What happens to a semiconductor crystal when it is squeezed or stretched evenly: does it yield gradually like a spring, or does something in its electrons give way at a certain volume? A sudden change would matter in practice, because a stiffness measured on one side of it need not hold on the other. Gallium nitride in the zinc-blende structure is a good case for the question. Each gallium atom has four nitrogen neighbours, each nitrogen has four gallium neighbours, and an even change of volume alters the length of these bonds but not their number or angles.

Two tendencies compete in such a bond. Electrons shared between gallium and nitrogen, and the charge drawn towards nitrogen, pull the atoms together. When the atoms come too close, the electrons are confined to less space and filled shells begin to overlap. The exclusion principle then forces electrons into states of higher kinetic energy, and this cost rises faster with shortening than the attraction does. The crystal rests where the two balance.

Zinc-blende GaN in Ansatz 0.2.0: scalar-relativistic PBE, PAW and plane waves to 420 eV, 10×10×10 k mesh, Gaussian smearing of 0.02 eV, no spin polarization or dispersion correction. Each row is a single-point run; energies are extrapolated to zero smearing and counted from the elements' standard crystals or gases in PBE, and pressure is positive in compression.

| volume (Å³/atom) | shortest distance (Å) | energy over elements (eV/atom) | pressure (GPa) |
| --- | --- | --- | --- |
| 10.188 | 1.877 | -0.291 | 33.89 |
| 10.351 | 1.887 | -0.323 | 29.13 |
| 10.383 | 1.889 | -0.329 | 28.25 |
| 10.704 | 1.909 | -0.377 | 19.98 |
| 11.057 | 1.929 | -0.412 | 12.21 |
| 11.410 | 1.950 | -0.431 | 5.61 |
| 11.763 | 1.970 | -0.437 | 0.00 |
| 12.116 | 1.989 | -0.432 | -4.76 |
| 12.137 | 1.990 | -0.431 | -5.02 |
| 12.230 | 1.995 | -0.428 | -6.15 |
| 12.469 | 2.008 | -0.417 | -8.80 |
| 12.939 | 2.033 | -0.384 | -13.24 |

The energy is counted from the pure elements, so a more negative value means a more strongly bound compound. A positive pressure means that the cell is compressed and pushes outwards; a negative one means that it is stretched and pulls inwards. The first row is therefore not the resting crystal but the most compressed one.

### From 10.188 to 10.704 Å³/atom: a break that is only in the spacing

Read quickly, the top of the table looks irregular. From row to row the pressure drops by 4.76, then by 0.88, then by 8.27 GPa, as if the crystal had turned soft and then stiff again. The volumes, however, are unevenly spaced, and the widest step in the table is about 22 times the narrowest.

The remedy is to ask how much pressure is lost for each unit of added volume. For the same three steps this gives about 29, 28 and 26 GPa per Å³/atom, a gentle decline. The apparent break has gone, and what remains is what one expects of a bond being relieved of crowding. Each small expansion should remove some overlap between filled shells, and the next one finds less of it left to remove.

### From 10.704 to 11.763 Å³/atom: energy and pressure tell one story

Here the volume grows in equal steps, and the energy gained by each step shrinks: about 35, then 19, then 6 meV/atom. The reason is mechanical. A compressed crystal does work as it expands, and the work per step dwindles as the pressure behind it fades. At 11.763 Å³/atom the pressure has reached zero and the energy its lowest value in the table.

This link gives a test for hidden breaks. With $E$ the energy per atom, $V$ the volume per atom and $P$ the pressure, $P=-\mathrm{d}E/\mathrm{d}V$. Over a short step the pressure runs nearly straight, so the energy change is close to

$$\Delta E \approx -\frac{P_1+P_2}{2}\,(V_2-V_1),$$

where 1 and 2 mark the start and the end of the step.

Take the step from 11.057 to 11.410 Å³/atom. The mean pressure is $(12.21+5.61)/2=8.91$ GPa and the volume change is 0.353 Å³/atom. Their product is 3.145 GPa Å³, and since 1 eV/Å³ equals 160.2 GPa, the energy should fall by $3.145/160.2=0.0196$ eV/atom, or 19.6 meV/atom.

The table gives a fall of 19 meV/atom. The relation contains no adjustable constant, so this step had no part in shaping it. The other steps agree as well: the largest disagreement in the whole table is 0.7 meV/atom, whereas two energies printed to the nearest 1 meV can put an error of up to 1 meV into their difference. By this measure no energy is out of line with the pressures. A change of stiffness shared by both columns would pass the test, but it would show in the pressure lost per added volume, and that declines without a jump from the first row to the last.

The test could have failed. The waves that describe the electrons are limited by a fixed cutoff, so their number changes in jumps as the cell grows, and a coarse description can leave steps in the energy that the pressure does not share. Jumps larger than the rounding are not seen here. A small constant error in the pressure would be harder to catch, because it would add only a little to each step.

### Around 11.763 Å³/atom: a flat minimum made of large opposing terms

Close to the resting volume the energy hardly changes, which may suggest that little is happening. The separate parts of the energy show otherwise. When the crystal expands from 11.763 to 12.230 Å³/atom, the kinetic term falls by 1.54 eV per two-atom cell, while the other terms together rise by 1.56 eV. Only about 0.02 eV is left.

These parts belong to a description in which the electron waves are smoothed near the nuclei, so their individual sizes have no direct physical meaning. Their near cancellation still illustrates the balance. Expansion relieves the confinement of the electrons and at the same time weakens what holds them to the nuclei. The minimum is flat because the two sides change at equal rates there, not because either of them stands still.

The stiffness at rest follows from the two neighbouring rows. The bulk modulus, the pressure needed per fractional loss of volume, is $11.763\times(5.61+4.76)/(12.116-11.410)$, or about 173 GPa. For an engineer this means that near rest a volume change of one per cent calls for roughly 1.7 GPa. PBE usually makes such crystals a little too large and too soft, so the real stiffness is probably somewhat higher.

### From 12.116 to 12.230 Å³/atom: where the digits run out

The second place that looks irregular is just past the minimum, where the energy creeps up by only 1 and then 3 meV/atom. Again the volume steps are narrow. The pressure lost per added volume comes out at about 12 GPa per Å³/atom for both steps, and for the narrower one the last printed digits alone leave an uncertainty of about 1 in the same unit. Which of the two is the stiffer can't be decided from the printed values. The unrounded pressures and volumes of the same runs show the first step to be slightly steeper, so the gentle decline simply continues, and there is no break here that needs a cause.

### From 12.469 to 12.939 Å³/atom: the spring grows soft

The simple pattern that does fail is that of a spring of constant stiffness. The rows at 11.057 and 12.469 Å³/atom lie 6 % below and 6 % above the resting volume. Compression costs 25 meV/atom and expansion 20, and the compressed cell pushes about 1.4 times as hard as the stretched one pulls.

Farther out the failure grows. With the stiffness at rest, a compression of 12 % would need $173\times0.12\approx21$ GPa, but the row at 10.351 Å³/atom shows 29. An expansion of 10 % would give a pull of about 17 GPa, but the last row shows 13. A design rule based on constant stiffness thus underrates the pressure of the strongly compressed crystal and overrates the tension of the stretched one.

The hydrogen molecule shows the same lopsidedness in its simplest form. Push its two atoms together and the energy climbs steeply; pull them apart and the resistance weakens, because the overlap that makes the bond fades with distance. The likeness covers the shape of the curve around its minimum. It doesn't cover the origin of the repulsion, since hydrogen has no filled inner shells that could overlap, nor the crystal's freedom to pack its atoms in another way.

### Why nothing snaps

A curve can be strongly bent and still have no break. As long as the atoms keep their arrangement, a break would need the electrons to change the set of states that they occupy. In a metal this can happen under modest strain, when a band moves through the level up to which states are filled. In gallium nitride a gap separates the filled bands from the empty ones, and as long as it stays open the same bands remain full.

The gaps computed for these cells show that it does stay open. The gap narrows steadily from 2.46 eV in the most compressed cell through 1.54 eV at rest to 0.94 eV in the most stretched one. Even the last value is some 47 times the small energy width used to smooth the occupations, so no electron is moved across. The energy can then follow the volume as gradually as the bonds do.

The narrowing itself has a standard chemical explanation. The lowest empty state is antibonding between the $s$ orbitals of gallium and nitrogen, and longer bonds push it up less. The functional used here makes gaps too small; the measured one is roughly 3 eV, a recalled value. The volume at which the computed gap would close is therefore a poor guide to the real crystal.

### Where a break would come

On the stretched side, a real crystal would normally crack at its flaws long before it reached the tension of the last row. A perfect crystal, stretched evenly, gives way at the latest where the pull stops growing with volume, and up to the last row it still grows. Only if the atoms were kept evenly spaced far beyond that point would electrons that were paired settle singly on separate atoms. In the calculation a change could come earlier, where its too small gap closes. Hydrogen again gives the pattern: a calculation that keeps all spins paired describes the molecule well near its normal length and gives too high an energy once it is pulled apart. The present calculation also keeps the spins paired. Carried to such volumes, it could draw a smooth curve through a region where the real material has already changed its state.

On the compressed side the break is of another kind and lies closer. At several tens of gigapascals gallium nitride is known to prefer the rocksalt structure, in which each atom has six neighbours instead of four and the volume is smaller. The zinc-blende curve has no kink at that point. Each structure has a smooth curve of its own, and the crystal can jump from one to the other once the second is favourable at the given pressure, though a barrier between them may delay the change.

Even at rest zinc blende is not quite the most stable form: wurtzite, which also has four neighbours around each atom, is known to lie slightly lower in energy. The most compressed rows, at up to 34 GPa, may in addition be close to or past the point where rocksalt takes over, although they fit the pattern as well as the rest. The smooth curve is a sound basis for how zinc-blende gallium nitride responds to an even strain. Whether the material remains zinc blende under that strain has to be decided by comparing it with the other structures. For a related semiconductor the same two questions separate the cases: does the gap stay open over the range of volumes, and does another packing of the atoms become cheaper?
